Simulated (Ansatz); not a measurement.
**Symmetry broken, then relaxed in AlNi**

Level of theory: DFT PBE, scalar-relativistic, plane waves, PAW (Ansatz 0.2.0). The runs took a 420 eV cutoff, a Γ-centred 8×8×8 mesh and Gaussian smearing (0.15 eV). No spin polarisation. A magnetic state may lie lower. Energies are free energies at this smearing, counted from the undisturbed cell; pressure is positive in compression.

The starting cell (relaxed at this level; it needn't be the usual structure):

```
Al Ni
1.0
    -2.89308    2.89308    2.89308
     2.89308   -2.89308    2.89308
     2.89308    2.89308   -2.89308
Al Ni
4 4
Direct
  0.50000 0.00000 0.50000
  0.00000 0.50000 0.50000
  0.00000 0.00000 0.00000
  0.50000 0.50000 0.00000
  0.50000 0.50000 0.50000
  0.00000 0.00000 0.50000
  0.00000 0.50000 0.00000
  0.50000 0.00000 0.00000
```

The atoms are displaced (Å, in the unstrained cell):

| atom | ux | uy | uz |
| --- | --- | --- | --- |
| Al1 | 0.024 | -0.080 | 0.125 |
| Al2 | 0.024 | -0.080 | 0.125 |
| Al3 | 0.024 | -0.080 | 0.125 |
| Al4 | 0.024 | -0.080 | 0.125 |
| Ni5 | 0.024 | -0.080 | 0.125 |
| Ni6 | 0.024 | -0.080 | 0.125 |
| Ni7 | -0.166 | 0.559 | -0.873 |
| Ni8 | 0.024 | -0.080 | 0.125 |

Cell and atoms are then relaxed.

Task: Does the relaxation return to the undisturbed structure?

Result: Yes (up to a choice of domain or origin): same space group and volume, and an energy 0.0 meV/atom from it. The disturbance itself cost 1161.3 meV/atom. The final space group reads Pm-3m (tolerance 0.05 Å) and the volume changes by 0.04 %.

Final structure:

```
Al Ni
1.0
    -2.89144    2.89381    2.89396
     2.89176   -2.89449    2.89497
     2.89156    2.89461   -2.89464
Al Ni
4 4
Direct
  0.49995 0.00002 0.49991
  0.99999 0.49997 0.50003
  0.99988 0.99988 0.00011
  0.49998 0.50004 0.99996
  0.50001 0.50006 0.49996
  0.00001 0.00005 0.50009
  0.00003 0.49984 0.99996
  0.50015 0.00015 0.99999
```

The relaxation, step by step (energy from the first step; small jumps at an unchanged geometry come where the plane waves are selected anew for the new cell):

| step | ΔE (meV/atom) | largest force component (eV/Å) | pressure (GPa) |
| --- | --- | --- | --- |
| 1 | 0.0 | 18.346 | 33.91 |
| 2 | -666.0 | 7.758 | 13.91 |
| 3 | -935.4 | 4.391 | 4.40 |
| 4 | -1061.3 | 2.249 | -0.09 |
| 5 | -1126.7 | 1.271 | 0.29 |
| 6 | -1157.6 | 0.381 | 0.35 |
| 7 | -1161.3 | 0.007 | -0.02 |
| 8 | -1161.3 | 0.007 | -0.04 |

Frames along the relaxation (Å, eV/Å):

```xyz
8
Lattice="-2.893 2.893 2.893 2.893 -2.893 2.893 2.893 2.893 -2.893" Properties=species:S:1:pos:R:3:forces:R:3 pbc="T T T" step=1
Al    0.024    2.813    0.125   -0.289   -0.430   -0.243
Al    2.917   -0.080    0.125    6.537    3.276   -1.830
Al    0.024   -0.080    0.125  -18.346   11.882   -6.618
Al    0.024   -0.080    3.018    0.121   -0.087   -0.237
Ni    1.470    1.367    1.571    0.017    0.212   -0.041
Ni    1.470    1.367   -1.322    0.167    0.051   -0.178
Ni    1.281   -0.888    0.573   11.358  -13.393   14.083
Ni   -1.423    1.367    1.571    0.435   -1.511   -4.936
8
Lattice="-2.931 2.927 2.917 2.929 -2.902 2.891 2.923 2.895 -2.892" Properties=species:S:1:pos:R:3:forces:R:3 pbc="T T T" step=2
Al    0.013    2.818    0.111   -0.164   -0.079   -0.297
Al    3.035   -0.056    0.094    2.354    1.500   -1.287
Al   -0.071   -0.029    0.088   -7.310    5.232   -4.035
Al    0.026   -0.064    3.008    0.033    0.047   -0.216
Ni    1.487    1.375    1.553    0.009    0.238   -0.185
Ni    1.495    1.360   -1.334    0.102   -0.009   -0.116
Ni    1.297   -0.957    0.757    4.916   -6.784    7.758
Ni   -1.438    1.391    1.553    0.060   -0.145   -1.623
8
Lattice="-2.932 2.927 2.907 2.948 -2.924 2.920 2.918 2.910 -2.904" Properties=species:S:1:pos:R:3:forces:R:3 pbc="T T T" step=3
Al   -0.001    2.820    0.080   -0.079    0.108   -0.317
Al    3.069   -0.037    0.072    0.599    0.737   -0.803
Al   -0.097    0.006    0.023   -2.590    2.255   -2.115
Al    0.037   -0.070    3.006   -0.070    0.174   -0.192
Ni    1.491    1.378    1.538   -0.025    0.133   -0.287
Ni    1.502    1.377   -1.359    0.071    0.091   -0.163
Ni    1.303   -1.048    0.945    2.138   -3.686    4.391
Ni   -1.437    1.401    1.541   -0.043    0.188   -0.513
8
Lattice="-2.914 2.919 2.898 2.941 -2.936 2.942 2.900 2.922 -2.915" Properties=species:S:1:pos:R:3:forces:R:3 pbc="T T T" step=4
Al   -0.011    2.824    0.047   -0.009    0.211   -0.275
Al    3.051   -0.016    0.047   -0.133    0.343   -0.432
Al   -0.084    0.026   -0.026   -0.734    0.891   -0.856
Al    0.039   -0.068    2.999   -0.156    0.258   -0.128
Ni    1.484    1.388    1.522   -0.055   -0.026   -0.309
Ni    1.497    1.402   -1.389    0.029    0.160   -0.199
Ni    1.309   -1.154    1.121    1.124   -2.062    2.249
Ni   -1.431    1.408    1.529   -0.066    0.226   -0.050
8
Lattice="-2.878 2.907 2.900 2.888 -2.918 2.921 2.875 2.915 -2.911" Properties=species:S:1:pos:R:3:forces:R:3 pbc="T T T" step=5
Al   -0.011    2.844    0.026    0.001    0.136   -0.164
Al    2.959    0.007    0.010   -0.114    0.178   -0.222
Al   -0.028    0.012   -0.011   -0.432    0.515   -0.480
Al    0.014   -0.041    2.963   -0.099    0.165   -0.066
Ni    1.455    1.408    1.495   -0.042   -0.035   -0.197
Ni    1.458    1.432   -1.427    0.018    0.103   -0.129
Ni    1.348   -1.276    1.255    0.709   -1.192    1.271
Ni   -1.425    1.422    1.509   -0.041    0.130   -0.013
8
Lattice="-2.880 2.895 2.899 2.879 -2.895 2.896 2.886 2.900 -2.898" Properties=species:S:1:pos:R:3:forces:R:3 pbc="T T T" step=6
Al   -0.005    2.873    0.005    0.009    0.046   -0.028
Al    2.906    0.010   -0.004   -0.014    0.037   -0.031
Al    0.005   -0.002   -0.002   -0.241    0.201   -0.145
Al    0.000   -0.008    2.917   -0.020    0.036   -0.024
Ni    1.445    1.435    1.459   -0.007    0.009   -0.043
Ni    1.449    1.446   -1.443    0.013    0.031   -0.040
Ni    1.404   -1.393    1.386    0.259   -0.366    0.381
Ni   -1.437    1.439    1.476    0.001    0.006   -0.069
8
Lattice="-2.891 2.894 2.894 2.892 -2.894 2.895 2.892 2.895 -2.895" Properties=species:S:1:pos:R:3:forces:R:3 pbc="T T T" step=7
Al    0.000    2.894    0.000    0.000    0.001   -0.001
Al    2.892    0.000    0.000    0.002   -0.001    0.003
Al    0.000    0.000   -0.001   -0.005    0.001    0.007
Al    0.000   -0.001    2.895   -0.001    0.002    0.000
Ni    1.446    1.447    1.447    0.000    0.000   -0.001
Ni    1.446    1.447   -1.447   -0.001    0.001   -0.002
Ni    1.445   -1.447    1.447    0.004   -0.002   -0.001
Ni   -1.446    1.447    1.448    0.001   -0.003   -0.006
8
Lattice="-2.891 2.894 2.894 2.892 -2.894 2.895 2.892 2.895 -2.895" Properties=species:S:1:pos:R:3:forces:R:3 pbc="T T T" step=8
Al    0.000    2.894    0.000    0.000    0.001   -0.001
Al    2.892    0.000    0.000    0.002   -0.001    0.003
Al    0.000    0.000   -0.001   -0.005    0.001    0.007
Al    0.000   -0.001    2.895   -0.001    0.002    0.000
Ni    1.446    1.447    1.447    0.000    0.000   -0.001
Ni    1.446    1.447   -1.447   -0.001    0.001   -0.002
Ni    1.445   -1.447    1.447    0.004   -0.002   -0.001
Ni   -1.446    1.447    1.448    0.001   -0.003   -0.006
```

Cost: 3 runs of about 22 core-minutes in all, on Arm Neoverse V2 (shared hosts).